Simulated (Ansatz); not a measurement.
# ZrO2 (P4_2/nmc): equation of state and elastic constants

One table from this session's results is given with a row withheld; the runs are named, their logs left out.

Program: Ansatz 0.2.0. Level of theory: DFT PBE, scalar-relativistic, plane waves, PAW. These are calculated values, not measurements.

## The starting structure

The structure is tetragonal, space group P4_2/nmc (No. 137). The conventional cell has a = 3.621 Å, b = 3.621 Å, c = 5.283 Å, α = 90.00°, β = 90.00°, γ = 90.00°. Zr (site symmetry -4m2) has 4 O at 2.08 Å as nearest neighbours. O (site symmetry 2mm) is surrounded by 2 Zr at 2.08 Å.

Coordinates:

```
CELL_PARAMETERS angstrom
3.62108 0.00000 0.00000
0.00000 3.62108 0.00000
0.00000 0.00000 5.28255
ATOMIC_POSITIONS crystal
Zr 0.00000 0.00000 0.00000
Zr 0.50000 0.50000 0.50000
O 0.00000 0.50000 0.19281
O 0.00000 0.50000 0.69281
O 0.50000 0.00000 0.30719
O 0.50000 0.00000 0.80719
```

An earlier run at PBE left this cell at 11.544 Å³/atom and 0.00 GPa (8×8×6 mesh).

Volume factors to run: 0.980, 1.020, 0.960, 1.040, 1.070, 1.100, 0.945.

Set-up of the first run:

The input, input.yaml:

```yaml
crystal:
  lattice:
    - [3.5967737342, 0.0, 0.0]
    - [0.0, 3.5967737342, 0.0]
    - [0.0, 0.0, 5.2470947857]
  atoms:
    - { symbol: Zr, position: [0.0, 0.0, 0.0] }
    - { symbol: Zr, position: [0.5, 0.5, 0.5] }
    - { symbol: O, position: [0.0, 0.5, 0.1928057823] }
    - { symbol: O, position: [0.0, 0.5, 0.6928057823] }
    - { symbol: O, position: [0.5, 0.0, 0.3071942177] }
    - { symbol: O, position: [0.5, 0.0, 0.8071942177] }
basis:
  ecutwfc: 420
  ecutrho_ratio: 4
kpoints:
  mp_grid: { grid: [8, 8, 6] }
hamiltonian:
  xc: pbe
scf:
  occupations: { method: gaussian, width: 0.05 }
output:
  forces: true
  stress: true
  eigenvalues: true
relax:
  f_tol: 0.01
  max_steps: 40
  cell: { stress_tol: 0.1, fix: [volume] }
```

Started as:

```sh
$ ansatz run input.yaml --threads 4 --pin off --max-ram 7168MiB --backend cpu --events-out ev --progress --plain --runs-dir out
```

Steps of the session up to this table: Scaling the volume by 0.980; At 1.020 of the relaxed volume; At 0.960 of the relaxed volume; Volume × 1.040; At 1.070 of the relaxed volume; Scaling the volume by 1.100; Scaling the volume by 0.945.

One of the session's tables, all rows but one given; the rest of the session is left out.

It belongs to the step «Energy and pressure against volume». 

| volume (Å³/atom) | energy (meV/atom) | pressure (GPa) | gap (eV) |
| --- | --- | --- | --- |
| 10.909 | 19.48 | 10.49 | 4.07 |
| 11.083 | 9.97 | 7.24 | 4.07 |
| 11.313 | 2.37 | 3.35 | 4.05 |
| 11.544 | 0.00 | 0.00 | 4.04 |
| 11.775 | 2.10 | -2.91 | 4.02 |
| 12.006 | 8.11 | -5.39 | 4.01 |
| 12.352 | ? | ? | ? |
| 12.699 | 43.71 | -10.65 | 4.02 |

Q: Estimate the row for volume (Å³/atom) = 12.352 from the others.

Worked estimate for «energy (meV/atom)». A straight line through the neighbours (12.006, 8.11) and (12.699, 43.71) gives 8.11 + (43.71 − 8.11) × (12.352 − 12.006) / (12.699 − 12.006) = 25.88; a parabola fitted to 3 rows on both sides gives 22.59.

As computed: energy (meV/atom): 23.08; pressure (GPa): -8.41; gap (eV): 4.01. In «energy (meV/atom)» the line misses by +2.80 and the parabola by -0.49.
